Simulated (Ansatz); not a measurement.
# Cu2O: the cost of one run

Program: Ansatz 0.2.0. Level of theory: DFT PBE, spin-orbit coupling, plane waves, PAW. These are calculated values, not measurements.

The COD entry's cell or inner coordinates are ideal or old and differ from later refinements, so a difference from it is no clean test against experiment.

**1. Starting point**

It takes space group Pn-3m (No. 224, cubic). Conventional cell: a = 4.260 Å, b = 4.260 Å, c = 4.260 Å, α = 90.00°, β = 90.00°, γ = 90.00°. Cu (site symmetry -3m) has 2 O at 1.84 Å as nearest neighbours. Around O (site symmetry -43m) lie 4 Cu at 1.84 Å.

Coordinates:

```
Cu O
1.0
     4.26000    0.00000    0.00000
     0.00000    4.26000    0.00000
     0.00000    0.00000    4.26000
Cu O
4 2
Direct
  0.25000 0.25000 0.25000
  0.25000 0.75000 0.75000
  0.75000 0.75000 0.25000
  0.75000 0.25000 0.75000
  0.00000 0.00000 0.00000
  0.50000 0.50000 0.50000
```

The structure rests on an entry of the Crystallography Open Database; cell or positions may have been set otherwise for this series.

**2. Single point: Cu2O**

input.yaml reads:

```yaml
crystal:
  lattice:
    - [4.26, 0.0, 0.0]
    - [0.0, 4.26, 0.0]
    - [0.0, 0.0, 4.26]
  atoms:
    - { symbol: Cu, position: [0.25, 0.25, 0.25] }
    - { symbol: Cu, position: [0.25, 0.75, 0.75] }
    - { symbol: Cu, position: [0.75, 0.75, 0.25] }
    - { symbol: Cu, position: [0.75, 0.25, 0.75] }
    - { symbol: O, position: [0.0, 0.0, 0.0] }
    - { symbol: O, position: [0.5, 0.5, 0.5] }
scf:
  occupations: { method: fixed }
output:
  eigenstates:
    kpoints:
      - [0, 0, 0]
      - [0, 0, 0.01]
      - [0, 0, 0.02]
      - [0, 0, 0.03]
      - [0, 0, 0.04]
      - [0, 0, 0.05]
      - [0, 0, 0.06]
      - [0, 0, 0.08]
      - [0, 0, 0.1]
      - [0, 0, 0.12]
      - [0, 0, 0.15]
      - [0, 0, 0.2]
      - [0, 0, 0.25]
      - [0, 0, 0.3]
      - [0, 0, 0.4]
      - [0, 0, 0.5]
      - [0.01, 0.01, 0]
      - [0.02, 0.02, 0]
      - [0.03, 0.03, 0]
      - [0.04, 0.04, 0]
      - [0.05, 0.05, 0]
      - [0.06, 0.06, 0]
      - [0.08, 0.08, 0]
      - [0.1, 0.1, 0]
      - [0.12, 0.12, 0]
      - [0.15, 0.15, 0]
      - [0.2, 0.2, 0]
      - [0.25, 0.25, 0]
      - [0.3, 0.3, 0]
      - [0.4, 0.4, 0]
      - [0.5, 0.5, 0]
      - [0.01, 0.01, 0.01]
      - [0.02, 0.02, 0.02]
      - [0.03, 0.03, 0.03]
      - [0.04, 0.04, 0.04]
      - [0.05, 0.05, 0.05]
      - [0.06, 0.06, 0.06]
      - [0.08, 0.08, 0.08]
      - [0.1, 0.1, 0.1]
      - [0.12, 0.12, 0.12]
      - [0.15, 0.15, 0.15]
      - [0.2, 0.2, 0.2]
      - [0.25, 0.25, 0.25]
      - [0.3, 0.3, 0.3]
      - [0.4, 0.4, 0.4]
      - [0.5, 0.5, 0.5]
    top_band: c2
hamiltonian:
  xc: pbe
kpoints:
  mp_grid: { grid: [8, 8, 8] }
magnetization:
  noncollinear: true
  spin_orbit: true
```

Command:

```
ansatz run input.yaml --threads 4 --pin off --max-ram 8192MiB --backend cpu --events-out ev --progress --plain --runs-dir out
```

**Question.** How long does this run take on 4 threads of Arm Neoverse N1, shared host, and how much memory does it need?

About 78 s, with a peak of 0.97 GiB.
